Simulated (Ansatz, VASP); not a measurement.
**Si2W in VASP and in Ansatz**

Contents of INCAR:

```
SYSTEM = Si2W
PREC = Accurate
ENCUT = 520
EDIFF = 1E-7
ISMEAR = -1
SIGMA = 0.05
LREAL = .False.
LASPH = .True.
NELM = 100
ALGO = Normal
ISIF = 2
LWAVE = .False.
LCHARG = .False.
GGA = PS
NBANDS = 43
KPAR = 4
```

KPOINTS

```
Automatic mesh
0
Gamma
  7 7 4
  0 0 0
```

File POSCAR:

```
Si2W
1.0
    4.6776074070      0.0000000000      0.0000000000
   -2.3388037035      4.0509268433      0.0000000000
    0.0000000000      0.0000000000      6.7407744350
W Si
3 6
Direct
    0.5000000000      0.0000000000      0.5000000000
    0.5000000000      0.5000000000      0.8333333333
    0.0000000000      0.5000000000      0.1666666667
    0.3272520000      0.1636260000      0.1666666667
    0.8363740000      0.1636260000      0.8333333333
    0.1636260000      0.3272520000      0.5000000000
    0.6727480000      0.8363740000      0.1666666667
    0.1636260000      0.8363740000      0.8333333333
    0.8363740000      0.6727480000      0.5000000000
```

File input.yaml:

```yaml
crystal:
  lattice:
    - [4.677607407, 0.0, 0.0]
    - [-2.3388037035, 4.0509268433, 0.0]
    - [0.0, 0.0, 6.740774435]
  atoms:
    - { symbol: W, position: [0.5, 0.0, 0.5] }
    - { symbol: W, position: [0.5, 0.5, 0.8333333333] }
    - { symbol: W, position: [0.0, 0.5, 0.1666666667] }
    - { symbol: Si, position: [0.327252, 0.163626, 0.1666666667] }
    - { symbol: Si, position: [0.836374, 0.163626, 0.8333333333] }
    - { symbol: Si, position: [0.163626, 0.327252, 0.5] }
    - { symbol: Si, position: [0.672748, 0.836374, 0.1666666667] }
    - { symbol: Si, position: [0.163626, 0.836374, 0.8333333333] }
    - { symbol: Si, position: [0.836374, 0.672748, 0.5] }
hamiltonian:
  xc: pbesol
  pseudopotentials: { kind: paw }
kpoints:
  mp_grid: { grid: [7, 7, 4] }
scf:
  occupations: { method: fermi_dirac, width: 0.05 }
output:
  forces: true
  stress: true
  eigenvalues: true
```

Change from the starting cell: volume scaled by 1.04.

Alike in both runs: task single point; functional PBEsol; k mesh 7 × 7 × 4; occupations fermi-dirac, width 0.05 eV; no spin polarisation.

|  | VASP | Ansatz |
| --- | --- | --- |
| version | VASP 6.6.1 | Ansatz 0.2.0 |
| potentials or method | VASP PAW PBE potentials, release 64 (W_sv, Si) | Ansatz PAW |
| plane-wave cutoff (eV) | 520 | 420 |
| valence electrons in the cell | 66 | 66 |

VASP gave:

```
gap on the k mesh at the Fermi level (eV)       : 0.21
least direct gap on the mesh (eV)               : 0.62
pressure (GPa)                                  : -12.9
largest component of the traceless stress (GPa) : 0.52
rms of the force components (eV/Å)              : 0.026
```

Estimate Ansatz's values.

gap on the k mesh at the Fermi level (eV): 0.21; least direct gap on the mesh (eV): 0.62; pressure (GPa): -13.1; largest component of the traceless stress (GPa): 0.56; rms of the force components (eV/Å): 0.027.

Atom by atom the forces differ by 0.001 eV/Å (rms over components). With one functional, cell and mesh, what is left measures potentials, basis and numerics.

Caveats: spin-orbit coupling is left out, which moves the levels of the heavy elements; the PAW data sets were made with another functional, which shifts forces and pressure a little (VASP); an odd mesh through Γ misses points on the zone boundary, where band edges often lie (VASP); odd divisions of the mesh miss points on the zone boundary, where band edges often lie, so the gap on the mesh can be too wide (Ansatz); the PAW data sets come from PBE, with cores solved anew for the run's functional, which leaves a small shift of forces and pressure (Ansatz).
